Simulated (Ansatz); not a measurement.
Take NaI in the rock salt structure (space group Fm-3m, No. 225) as the base.

```
CELL_PARAMETERS angstrom
      0.00000     3.26405     3.26405
      3.26405     0.00000     3.26405
      3.26405     3.26405     0.00000
ATOMIC_POSITIONS crystal
  Na 0.00000 0.00000 0.00000
  I  0.50000 0.50000 0.50000
```

Cartesian axes are those of the cell as printed.

All numbers come from Kohn–Sham DFT with the PBE functional, run in Ansatz (an electronic-structure program) with PAW and 420 eV plane waves, no spin-orbit coupling.

Now apply this change: the cell is scaled by 0.9750 in all directions; the atoms relax in the strained cell.

Problem. Predict the stress tensor and what it implies for the stiffness.

Solution. Stress of the strained cell less that of the base (GPa, compression positive):
```
   1.38    0.00    0.00
   0.00    1.38    0.00
   0.00    0.00    1.38
```

Then B = −ΔP/(ΔV/V₀) with ΔV/V₀ = -0.0731 gives secant stiffness values (nonlinear terms included at this strain): B ≈ 19 GPa.

As a check, the harmonic strain energy −½ V₀ Δσ:ε is 11 meV/atom; the computed energy rise is 10 meV/atom.

Whether these cells are dynamically stable was not tested.
